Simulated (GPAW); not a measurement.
Write an ASE script for GPAW 26.7.0 that does the following.

| Quantity | Value |
| --- | --- |
| Task | dielectric tensor |
| Functional | LDA |
| Potentials or basis | the program's PAW data sets (release 1.2.1) made for this functional |
| Cutoff | 600 eV |
| Basis | pw |
| k mesh | 6 × 6 × 6 |
| Occupations | fermi-dirac, width 0.001 eV |
| Spin | no spin polarisation |
| Response ecut | 80 eV |
| Maxiter | 150 |
| Response k mesh | 17 × 17 × 17 |
| Response bands | 60 |
| Kernels | ["RPA", "LR0.1", "Bootstrap"] |
| Coarser k mesh | 12 × 12 × 12 |

Crystal: KTaO3.

```
CELL_PARAMETERS angstrom
3.98830 0.00000 0.00000
0.00000 3.98830 0.00000
0.00000 0.00000 3.98830
ATOMIC_POSITIONS crystal
Ta 0.00000 0.00000 0.00000
K 0.50000 0.50000 0.50000
O 0.00000 0.00000 0.50000
O 0.00000 0.50000 0.00000
O 0.50000 0.00000 0.00000
```

These files were run (other wordings do the same):

run.py

```python
import numpy as np
from ase import Atoms
from ase.dft.bandgap import bandgap
from ase.io import write
from gpaw import GPAW, PW
from gpaw.response.df import DielectricFunction

atoms = Atoms(['Ta', 'K', 'O', 'O', 'O'],
              cell=[[3.9883, 0.0, 0.0],
                    [0.0, 3.9883, 0.0],
                    [0.0, 0.0, 3.9883]],
              scaled_positions=[[0.0, 0.0, 0.0],
                                [0.5, 0.5, 0.5],
                                [0.0, 0.0, 0.5],
                                [0.0, 0.5, 0.0],
                                [0.5, 0.0, 0.0]],
              pbc=True)

calc = GPAW(mode=PW(600),
            xc='LDA',
            kpts={'size': (6, 6, 6), 'gamma': True},
            occupations={'name': 'fermi-dirac', 'width': 0.001},
            nbands=36,
            convergence={'density': 1e-06},
            maxiter=150,
            txt='gpaw.txt')
atoms.calc = calc
energy = atoms.get_potential_energy()
calc.write('gs.gpw')
write('result.traj', atoms)
print(f'Energy: {energy:.6f} eV')
print('Fermi level:', round(calc.get_fermi_level(), 4), 'eV')
print(f'Gap: {bandgap(calc)[0]:.4f} eV, direct: {bandgap(calc, direct=True)[0]:.4f} eV')

for size in [(12, 12, 12), (17, 17, 17)]:
    name = 'x'.join(str(n) for n in size)
    dense = calc.fixed_density(kpts={'size': size, 'gamma': True},
                               nbands=66, convergence={'bands': 60, 'eigenstates': 1e-7},
                               update_fermi_level=True, txt=f'dense-{name}.txt')
    dense.write(f'{name}.gpw', mode='all')
    df = DielectricFunction(f'{name}.gpw', frequencies=np.array([0.0]), hilbert=False, eta=0.001,
                            ecut=80, nbands=60, intraband=False, txt=f'df-{name}.txt')
    for xc in ['RPA', 'LR0.1', 'Bootstrap']:
        for direction in ['x', 'y', 'z', [0, 1, 1], [1, 0, 1], [1, 1, 0]]:
            e0, e = df.get_macroscopic_dielectric_constant(xc=xc, direction=direction)
            print(f'{name} {xc} {direction}: {e0:.4f} without, {e:.4f} with local fields')
```

Potentials or basis: the program's PAW data sets (release 1.2.1) made for this functional, pw.

The run is started by

```sh
$ OMP_NUM_THREADS=1 python run.py
```

Results of the run:

- Band gap on the k mesh: 2.04 eV, indirect (least direct gap 2.69 eV)
- Electronic dielectric tensor (diagonal): 4.91

Caveat: the long-wavelength limit can be off by several per cent where d states take part; spin-orbit coupling is left out, which moves the levels of the heavy elements; an odd mesh through Γ misses points on the zone boundary, where band edges often lie.

Wall time 16 min on 1 thread of Arm Neoverse V1, with other jobs on the host, peak memory 1.1 GiB.
